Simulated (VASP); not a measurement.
# SnO (P4/nmm) in VASP: a series of runs

Runs on SnO. Level: r2SCAN. Tasks: equation of state.

Everything below comes from runs of VASP 6.6.1. Logs are shortened: lines on timing, memory, paths and dates and some standing lists are left out, and cuts for length are marked.

### 1 The crystal as given

It takes space group P4/nmm (No. 129, tetragonal). Conventional cell: a = 3.814 Å, b = 3.814 Å, c = 4.887 Å, α = 90.00°, β = 90.00°, γ = 90.00°. Sn (site symmetry 4mm) is surrounded by 4 O at 2.23 Å. O (site symmetry -4m2) has 4 Sn at 2.23 Å as nearest neighbours.

The cell is a database's computed one.

### 2 Equation of state, r2SCAN, 17.06 Å³/atom (a relaxed cell with its volume scaled by 0.96)

INCAR

```
SYSTEM = SnO
PREC = Accurate
ENCUT = 520
EDIFF = 1E-7
ISMEAR = 0
SIGMA = 0.02
LREAL = .FALSE.
LASPH = .TRUE.
NELM = 80
ALGO = Normal
ISIF = 2
LWAVE = .FALSE.
LCHARG = .FALSE.
METAGGA = R2SCAN
LMIXTAU = .TRUE.
KPAR = 2
```

KPOINTS

```
regular mesh
0
G
  6 6 6
  0 0 0
```

POSCAR

```
SnO                                     
1.0
    3.7621524798      0.0000000000      0.0000000000
    0.0000000000      3.7621524798      0.0000000000
    0.0000000000      0.0000000000      4.8208658347
  Sn              O             
     2     2
Direct
     0.5000000000000000    0.0000000000000000    0.7646261399999972
     0.0000000000000000    0.5000000000000000    0.2353738600000028
     0.0000000000000000    0.0000000000000000    0.0000000000000000
     0.5000000000000000    0.5000000000000000    0.0000000000000000
```

Potentials or basis: VASP PAW PBE potentials, release 64 (Sn_d, O).

The run is started by

```sh
$ cat potpaw_PBE.64/Sn_d/POTCAR potpaw_PBE.64/O/POTCAR > POTCAR
$ mpirun -np 2 vasp_std > vasp.out
```

OUTCAR:

```text
SYSTEM = SnO
   PREC = Accurate
   ENCUT = 520
   EDIFF = 1E-7
   ISMEAR = 0
   LREAL = .FALSE.
   LASPH = .TRUE.
   NELM = 80
   ISIF = 2
   METAGGA = R2SCAN

 ion  position               nearest neighbor table
   1  0.500  0.000  0.765-   3 2.20   4 2.20   4 2.20   3 2.20   2 3.50   2 3.50   2 3.50   2 3.50
                             2 3.69   2 3.69   2 3.69   2 3.69
   2  0.000  0.500  0.235-   3 2.20   4 2.20   3 2.20   4 2.20   1 3.50   1 3.50   1 3.50   1 3.50
                             1 3.69   1 3.69   1 3.69   1 3.69
   3  0.000  0.000  0.000-   1 2.20   2 2.20   2 2.20   1 2.20
   4  0.500  0.500  0.000-   1 2.20   2 2.20   1 2.20   2 2.20

  LATTYP: Found a simple tetragonal cell.
 ALAT       =     3.7621524798
 C/A-ratio  =     1.2814116016

  Lattice vectors:

 A1 = (   3.7621524798,   0.0000000000,   0.0000000000)
 A2 = (   0.0000000000,   3.7621524798,   0.0000000000)
 A3 = (   0.0000000000,   0.0000000000,   4.8208658347)

Analysis of symmetry for initial positions (statically):
=====================================================================
 Subroutine PRICEL returns:
 Original cell was already a primitive cell.

 Routine SETGRP: Setting up the symmetry group for a
 simple tetragonal supercell.

 Subroutine GETGRP returns: Found 16 space group operations
 (whereof  8 operations were pure point group operations)
 out of a pool of 16 trial point group operations.

The static configuration has the point symmetry D_2d.
 The point group associated with its full space group is D_4h.

Analysis of symmetry for dynamics (positions and initial velocities):
=====================================================================
 Subroutine PRICEL returns:
 Original cell was already a primitive cell.

 Routine SETGRP: Setting up the symmetry group for a
 simple tetragonal supercell.

 Subroutine GETGRP returns: Found 16 space group operations
 (whereof  8 operations were pure point group operations)
 out of a pool of 16 trial point group operations.

The dynamic configuration has the point symmetry D_2d.
 The point group associated with its full space group is D_4h.

 Subroutine INISYM returns: Found 16 space group operations
 (whereof  8 operations are pure point group operations),
 and found     1 'primitive' translations

----------------------------------------------------------------------------------------

                                     Primitive cell

  volume of cell :      68.2335

  direct lattice vectors                    reciprocal lattice vectors
     3.762152480  0.000000000  0.000000000     0.265805282  0.000000000  0.000000000
     0.000000000  3.762152480  0.000000000     0.000000000  0.265805282  0.000000000
     0.000000000  0.000000000  4.820865835     0.000000000  0.000000000  0.207431618

  length of vectors
     3.762152480  3.762152480  4.820865835     0.265805282  0.265805282  0.207431618

  position of ions in fractional coordinates (direct lattice)
     0.500000000  0.000000000  0.764626140
     0.000000000  0.500000000  0.235373860
     0.000000000  0.000000000  0.000000000
     0.500000000  0.500000000  0.000000000

  ion indices of the primitive-cell ions
   primitive index   ion index
                 1           1
                 2           2
                 3           3
                 4           4

----------------------------------------------------------------------------------------

 KPOINTS: regular mesh

Automatic generation of k-mesh.
 Grid dimensions read from file:
 generate k-points for:    6    6    6

 Generating k-lattice:

  Cartesian coordinates                     Fractional coordinates (reciprocal lattice)
     0.044300880  0.000000000  0.000000000     0.166666667  0.000000000  0.000000000
     0.000000000  0.044300880  0.000000000     0.000000000  0.166666667  0.000000000
     0.000000000  0.000000000  0.034571936     0.000000000  0.000000000  0.166666667

  Length of vectors
     0.044300880  0.044300880  0.034571936

  Shift w.r.t. Gamma in fractional coordinates (k-lattice)
     0.000000000  0.000000000  0.000000000

 Subroutine IBZKPT returns following result:
 ===========================================

 Found     40 irreducible k-points:

 Following reciprocal coordinates:
            Coordinates               Weight
  0.000000  0.000000  0.000000      1.000000
  0.166667  0.000000  0.000000      4.000000
  0.333333  0.000000  0.000000      4.000000
  0.500000  0.000000  0.000000      2.000000
  0.166667  0.166667  0.000000      4.000000
  0.333333  0.166667  0.000000      8.000000
[... 16 lines left out ...]
  0.333333  0.000000  0.333333      8.000000
  0.500000  0.000000  0.333333      4.000000
 [... further k-points ...]
   k-points           NKPTS =     40   k-points in BZ     NKDIM =     40   number of bands    NBANDS=     24
   number of dos      NEDOS =    301   number of ions     NIONS =      4
   total plane-waves  NPLWV =  28224
   dimension x,y,z NGX =    28 NGY =   28 NGZ =   36
   dimension x,y,z NGXF=    56 NGYF=   56 NGZF=   72
   ions per type =               2   2
   NGX,Y,Z   is equivalent  to a cutoff of  12.37, 12.37, 12.41 a.u.
   NGXF,Y,Z  is equivalent  to a cutoff of  24.75, 24.75, 24.83 a.u.
 SYSTEM =  SnO
   PREC   = accura    normal or accurate (medium, high low for compatibility)
   ISTART =      0    job   : 0-new  1-cont  2-samecut
   ICHARG =      2    charge: 1-file 2-atom 10-const
   ISPIN  =      1    spin polarized calculation?
   LNONCOLLINEAR =      F non collinear calculations
   LSORBIT =      F    spin-orbit coupling
   LASPH  =      T    aspherical Exc in radial PAW
   ENCUT  =  520.0 eV  38.22 Ry    6.18 a.u.   7.00  7.00  8.96*2*pi/ulx,y,z
   NELM   =     80;   NELMIN=  2; NELMDL= -5     # of ELM steps
   EDIFF  = 0.1E-06   stopping-criterion for ELM
   LREAL  =      F    real-space projection
   EDIFFG = 0.1E-05   stopping-criterion for IOM
   NSW    =      0    number of steps for IOM
   IBRION =     -1    ionic relax: 0-MD 1-quasi-New 2-CG
   NFREE  =      0    steps in history (QN), initial steepest desc. (CG)
   ISIF   =      2    stress and relaxation
   ISYM   =      2    0-nonsym 1-usesym 2-fastsym
   POTIM  = 0.5000    time-step for ionic-motion
   TEBEG  =    0.0;   TEEND  =   0.0 temperature during run
   PSTRESS=    0.0 pullay stress
   NELECT =      40.0000    total number of electrons
   NUPDOWN=      -1.0000    fix difference up-down
   EMIN   =  10.00;   EMAX   =-10.00  energy-range for DOS
   EFERMI =   0.00;   METHOD = LEGACY
   ISMEAR =     0;   SIGMA  =   0.02  broadening in eV -4-tet -1-fermi 0-gaus
   EFERMI_NEDOS =   21; number of points for ismear=-14 and -15
   IALGO  =     38    algorithm
   IMIX   =      4    mixing-type and parameters
     AMIX     =   0.40;   BMIX     =  1.00
     AMIX_MAG =   1.60;   BMIX_MAG =  1.00
  volume/ion in A,a.u.               =      17.06       115.12
  Fermi-wavevector in a.u.,A,eV,Ry     =   1.370131  2.589173 25.541673  1.877260
  Thomas-Fermi vector in A             =   2.495945
   LORBIT       =      0    0 simple, 1 ext, 2 COOP (PROOUT), +10 PAW based schemes
   METAGGA = R2SCAN    functional components
   LHFCALC =     F    Hartree Fock is set to
   AEXX    =    0.0000 exact exchange contribution
   IVDW    =     0    specifies the selected vdW correction
   LEPSILON=     F    determine dielectric tensor
   LRPA    =     F    only Hartree local field effects (RPA)
 non-spin polarized calculation
 Gauss-broadening in eV      SIGMA  =   0.02
  energy-cutoff  :      520.00
  volume of cell :       68.23
 maximum number of plane-waves:      1872
 NGX is ok and might be reduce to    28
   NGX = 13   NGY = 13   NGZ = 17

 number of electron      40.0000017 magnetization

 Free energy of the ion-electron system (eV)
  ---------------------------------------------------
  ext. energy  EPLUGINS =         0.00000000
  ---------------------------------------------------
  free energy    TOTEN  =       -66.86125242 eV

  energy without entropy =      -66.86125234  energy(sigma->0) =      -66.86125238

 E-fermi :   7.6885     XC(G=0): -11.0744

 val. band max:        7.6350291503   @ k =   0.0000   0.0000   0.0000
 cond. band min:       7.7442796815   @ k =   0.5000   0.5000   0.0000
 fundamental gap:      0.1092505312
 Fermi energy:         7.6884576525

 k-point     1 :       0.0000    0.0000    0.0000
  band No.  band energies     occupation
      1     -15.5887      2.00000
      2     -14.9255      2.00000
      3     -14.9138      2.00000
      4     -14.9138      2.00000
      5     -14.8582      2.00000
      6     -14.8516      2.00000
[... 16 lines left out ...]
     23      12.5403      0.00000
     24      12.5403      0.00000

 k-point     2 :       0.1667    0.0000    0.0000
  band No.  band energies     occupation
      1     -15.5740      2.00000
      2     -15.0706      2.00000
      3     -14.9080      2.00000
      4     -14.9062      2.00000
      5     -14.9043      2.00000
      6     -14.8551      2.00000
[... 16 lines left out ...]
     23      12.6799      0.00000
     24      12.7336      0.00000

 k-point     3 :       0.3333    0.0000    0.0000
  band No.  band energies     occupation
      1     -15.5322      2.00000
      2     -15.3031      2.00000
      3     -14.8909      2.00000
      4     -14.8878      2.00000
      5     -14.8768      2.00000
      6     -14.8624      2.00000
[... 16 lines left out ...]
     23      12.9359      0.00000
     24      13.2662      0.00000
[... 514 lines left out ...]
 k-point    23 :       0.3333    0.0000    0.3333
  band No.  band energies     occupation
      1     -15.5333      2.00000
      2     -15.3246      2.00000
      3     -14.9034      2.00000
      4     -14.8793      2.00000
      5     -14.8785      2.00000
      6     -14.8747      2.00000
[... 16 lines left out ...]
     23      12.1827      0.00000
     24      13.6308      0.00000

 k-point    24 :       0.5000    0.0000    0.3333
  band No.  band energies     occupation
      1     -15.4647      2.00000
      2     -15.4647      2.00000
      3     -14.8990      2.00000
      4     -14.8990      2.00000
      5     -14.8679      2.00000
      6     -14.8679      2.00000
[... 16 lines left out ...]
     23      13.5018      0.00000
     24      13.5018      0.00000

 [... further k-points ...]
[... 5 lines left out ...]
  --------------------------------------------------------------------------------------
  -------------------------------------------------------------------------------------
  Total        2.0744160      2.0744160      1.6264716      0.0000000     -0.0000000      0.0000000
  in kB       48.7089311     48.7089311     38.1908432      0.0000000     -0.0000000      0.0000000
  external PRESSURE =      45.2029018 kB  Pullay stress =       0.0000000 kB

 VOLUME and BASIS-vectors are now :
 -----------------------------------------------------------------------------
  energy-cutoff  :      520.00
  volume of cell :       68.23
      direct lattice vectors                 reciprocal lattice vectors
     3.762152480  0.000000000  0.000000000     0.265805282  0.000000000  0.000000000
     0.000000000  3.762152480  0.000000000     0.000000000  0.265805282  0.000000000
     0.000000000  0.000000000  4.820865835     0.000000000  0.000000000  0.207431618

 POSITION                                       TOTAL-FORCE (eV/Angst)
 -----------------------------------------------------------------------------------
      1.88108      0.00000      3.68616        -0.000000      0.000000     -0.627621
      0.00000      1.88108      1.13471        -0.000000      0.000000      0.627621
      0.00000      0.00000      0.00000        -0.000000      0.000000      0.000000
      1.88108      1.88108      0.00000         0.000000     -0.000000      0.000000
 -----------------------------------------------------------------------------------
    total drift:                                0.000000      0.000000      0.000000

  FREE ENERGIE OF THE ION-ELECTRON SYSTEM (eV)
  ---------------------------------------------------
  free  energy   TOTEN  =       -66.8612524221 eV

  energy  without entropy=      -66.8612523373  energy(sigma->0) =      -66.86125238
```

Wall time 58 s (2 MPI ranks of Intel Xeon 6975P-C (Granite Rapids), shared host); peak memory 0.2 GiB.

Results:

| Quantity | Value |
| --- | --- |
| Free energy | -66.8613 eV |
| Pressure | 4.5 GPa |
| Largest force | 0.628 eV/Å |
| Band gap on the k mesh | 0.11 eV, indirect (least direct gap 2.30 eV) |

Caveat: the PAW data sets were made with another functional, which shifts forces and pressure a little; spin-orbit coupling is left out, which moves the levels of the heavy elements.

### 3 Equation of state, r2SCAN, 17.41 Å³/atom (a relaxed cell with its volume scaled by 0.98)

INCAR is that of step 2.

KPOINTS is that of step 2.

Changes to POSCAR since step 2:

```diff
@@ -2,5 +2,5 @@
 1.0
-    3.7621524798      0.0000000000      0.0000000000
-    0.0000000000      3.7621524798      0.0000000000
-    0.0000000000      0.0000000000      4.8208658347
+    3.7880991788      0.0000000000      0.0000000000
+    0.0000000000      3.7880991788      0.0000000000
+    0.0000000000      0.0000000000      4.8541142359
   Sn              O
```

Potentials or basis: VASP PAW PBE potentials, release 64 (Sn_d, O).

The run is started by

```sh
$ cat potpaw_PBE.64/Sn_d/POTCAR potpaw_PBE.64/O/POTCAR > POTCAR
$ mpirun -np 2 vasp_std > vasp.out
```

Run time: 60 s. Hardware: 2 MPI ranks of Intel Xeon 6975P-C (Granite Rapids), shared host; peak memory 0.2 GiB.

Results (log left out):

* Free energy: -66.8925 eV
* Pressure: 2.2 GPa
* Largest force: 0.309 eV/Å
* Band gap on the k mesh: 0.20 eV, indirect (least direct gap 2.34 eV)

Caveat: the PAW data sets were made with another functional, which shifts forces and pressure a little; spin-orbit coupling is left out, which moves the levels of the heavy elements.

### 4 Equation of state, r2SCAN, 17.77 Å³/atom

INCAR is that of step 3.

KPOINTS is that of step 3.

Changes to POSCAR since step 3:

```diff
@@ -2,5 +2,5 @@
 1.0
-    3.7880991788      0.0000000000      0.0000000000
-    0.0000000000      3.7880991788      0.0000000000
-    0.0000000000      0.0000000000      4.8541142359
+    3.8136952200      0.0000000000      0.0000000000
+    0.0000000000      3.8136952200      0.0000000000
+    0.0000000000      0.0000000000      4.8869133000
   Sn              O
```

The run is started by

```sh
$ cat potpaw_PBE.64/Sn_d/POTCAR potpaw_PBE.64/O/POTCAR > POTCAR
$ mpirun -np 2 vasp_std > vasp.out
```

Wall time 59 s (2 MPI ranks of Intel Xeon 6975P-C (Granite Rapids), shared host); peak memory 0.2 GiB.

Results (log left out):

```yaml
Free_energy: -66.9041 eV
Pressure: 0.1 GPa
Largest_force: 0.013 eV/Å
Band_gap_on_the_k_mesh: 0.29 eV, indirect (least direct gap 2.37 eV)
```

Caveat: the PAW data sets were made with another functional, which shifts forces and pressure a little; spin-orbit coupling is left out, which moves the levels of the heavy elements.

### 5 Equation of state, r2SCAN, 18.12 Å³/atom (a relaxed cell with its volume scaled by 1.02)

INCAR is that of step 4.

KPOINTS is that of step 4.

Changes to POSCAR since step 4:

```diff
@@ -2,5 +2,5 @@
 1.0
-    3.8136952200      0.0000000000      0.0000000000
-    0.0000000000      3.8136952200      0.0000000000
-    0.0000000000      0.0000000000      4.8869133000
+    3.8389522158      0.0000000000      0.0000000000
+    0.0000000000      3.8389522158      0.0000000000
+    0.0000000000      0.0000000000      4.9192779074
   Sn              O
```

The run is started by

```sh
$ cat potpaw_PBE.64/Sn_d/POTCAR potpaw_PBE.64/O/POTCAR > POTCAR
$ mpirun -np 2 vasp_std > vasp.out
```

Run time: 80 s. Hardware: 2 MPI ranks of Intel Xeon 6975P-C (Granite Rapids), shared host; peak memory 0.22 GiB.

The run converged. Its results:

| Item | Value |
| --- | --- |
| Free energy | -66.8984 eV |
| Pressure | -1.8 GPa |
| Largest force | 0.269 eV/Å |
| Band gap on the k mesh | 0.37 eV, indirect (least direct gap 2.35 eV) |

Caveat: the PAW data sets were made with another functional, which shifts forces and pressure a little; spin-orbit coupling is left out, which moves the levels of the heavy elements.

### 6 Equation of state, r2SCAN, 18.48 Å³/atom (a relaxed cell with its volume scaled by 1.04)

INCAR is that of step 5.

KPOINTS is that of step 5.

Changes to POSCAR since step 5:

```diff
@@ -2,5 +2,5 @@
 1.0
-    3.8389522158      0.0000000000      0.0000000000
-    0.0000000000      3.8389522158      0.0000000000
-    0.0000000000      0.0000000000      4.9192779074
+    3.8638811754      0.0000000000      0.0000000000
+    0.0000000000      3.8638811754      0.0000000000
+    0.0000000000      0.0000000000      4.9512221655
   Sn              O
```

Potentials or basis: VASP PAW PBE potentials, release 64 (Sn_d, O).

The run is started by

```sh
$ cat potpaw_PBE.64/Sn_d/POTCAR potpaw_PBE.64/O/POTCAR > POTCAR
$ mpirun -np 2 vasp_std > vasp.out
```

It took 75 s on 2 MPI ranks of Intel Xeon 6975P-C (Granite Rapids), shared host; peak memory 0.22 GiB.

Results (log left out):

- Free energy: -66.8766 eV
- Pressure: -3.4 GPa
- Largest force: 0.525 eV/Å
- Band gap on the k mesh: 0.45 eV, indirect (least direct gap 2.33 eV)

Caveat: the PAW data sets were made with another functional, which shifts forces and pressure a little; spin-orbit coupling is left out, which moves the levels of the heavy elements.

### 7 Equation of state, r2SCAN

Potentials or basis: VASP PAW PBE potentials, release 64 (Sn_d, O).

This step only gathers the single runs of the series.

What came out:

* Equilibrium volume: 17.82 Å³/atom
* Bulk modulus at fixed shape and positions: 98 GPa
* Pressure derivative of the bulk modulus: 4.2 (rough: it moves with the points fitted)

Energy against volume, from the lowest point:
| volume (Å³/atom) | energy (meV/atom) |
| --- | --- |
| 17.058 | 10.72 |
| 17.414 | 2.91 |
| 17.769 | 0.00 |
| 18.125 | 1.44 |
| 18.480 | 6.87 |

Caveat: the cell was scaled at fixed shape and fractional positions, which overstates the stiffness of a crystal with free parameters, most of all of layers and chains; the PAW data sets were made with another functional, which shifts forces and pressure a little.
